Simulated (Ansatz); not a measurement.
The system is Os.

```
Os
1.0
     2.73410    0.00000    0.00000
    -1.36705    2.36780    0.00000
     0.00000    0.00000    4.31970
Os
2
Direct
  0.66667 0.33333 0.75000
  0.33333 0.66667 0.25000
```

| Quantity | Value |
| --- | --- |
| Program | Ansatz 0.2.0 |
| Task | relaxation of cell and atoms |
| Functional | PBE |
| Potentials or basis | Ansatz PAW |
| Cutoff | 420 eV (not typed: the program's choice for these potentials) |
| k mesh | 11 × 11 × 6 |
| Occupations | fermi-dirac, width 0.05 eV |
| Spin | no spin polarisation |

At the start: volume 13.98 Å³/atom.

Task: How do energy, volume and symmetry change on relaxing?

Result: It ends after 4 steps and the volume is 14.28 Å³/atom (+2.1 %); space group P6_3/mmc (No. 194, to 0.05 Å).

The path:
```
step  energy change (eV)  largest force (eV/Å)  volume (Å³)
   1              0.0000                0.0000        27.96
   2             -0.0156                0.0000        28.61
   3             -0.0158                0.0000        28.56
   4             -0.0161                0.0000        28.56
```

Final structure:
```xyz
2
Lattice="2.7538 0.0000 0.0000 -1.3769 2.3849 0.0000 0.0000 0.0000 4.3494" Properties=species:S:1:pos:R:3 pbc="T T T"
Os    1.3769    0.7950    3.2621
Os    0.0000    1.5899    1.0874
```

Caveat: the plane-wave basis is chosen anew once the cell has moved, so the energies of steps on either side of that aren't comparable.
